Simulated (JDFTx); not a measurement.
Cl:

```
CELL_PARAMETERS angstrom
3.14500 -2.25000 0.00000
3.14500 2.25000 0.00000
0.00000 0.00000 8.21000
ATOMIC_POSITIONS crystal
Cl 0.37000 0.63000 0.40000
Cl 0.13000 0.87000 0.90000
Cl 0.63000 0.37000 0.60000
Cl 0.87000 0.13000 0.10000
```

* Program: JDFTx 1.7.0 (patched build)
* Task: relaxation of cell and atoms
* Functional: PBE
* Dispersion: D2
* Potentials or basis: PseudoDojo-SR-PBE-0.5-standard with smoothed tails
* Cutoff: 789 eV
* Density cutoff: 6313 eV
* k mesh: 4 × 4 × 2
* Occupations: fermi-dirac, width 0.05 eV
* Spin: no spin polarisation

At the start: pressure -0.2 GPa; volume 29.05 Å³/atom.

Where does the relaxation end?

Over 9 steps the energy falls by 2.3 meV/atom and the volume is 28.51 Å³/atom (-1.8 %); space group Cmce (No. 64, to 0.05 Å).

Step by step:
```
step  energy change (eV)  largest force (eV/Å)  pressure (GPa)  volume (Å³)
   1              0.0000                0.0587           -0.23       116.19
   2             -0.0029                0.0528           -0.17       115.82
   3             -0.0051                0.1284           -0.43       115.30
   4             -0.0056                0.1300            0.07       115.15
   5             -0.0078                0.0935            0.05       114.66
   6             -0.0092                0.0591           -0.17       113.80
   7             -0.0094                0.0255           -0.12       113.99
   8             -0.0094                0.0210           -0.12       114.01
   9             -0.0094                0.0161           -0.11       114.04
```

Final structure:
```yaml
crystal:
  lattice:
    - [3.15254, -2.22641, 0.00000]
    - [3.15254, 2.22641, 0.00000]
    - [0.00000, 0.00000, 8.12403]
  atoms:
    - { symbol: Cl, position: [0.37672, 0.62328, 0.39564] }
    - { symbol: Cl, position: [0.12328, 0.87672, 0.89564] }
    - { symbol: Cl, position: [0.62328, 0.37672, 0.60436] }
    - { symbol: Cl, position: [0.87672, 0.12328, 0.10436] }
```

Caveat: the k mesh is coarse (spacing up to 0.43 Å⁻¹), so the values aren't converged.
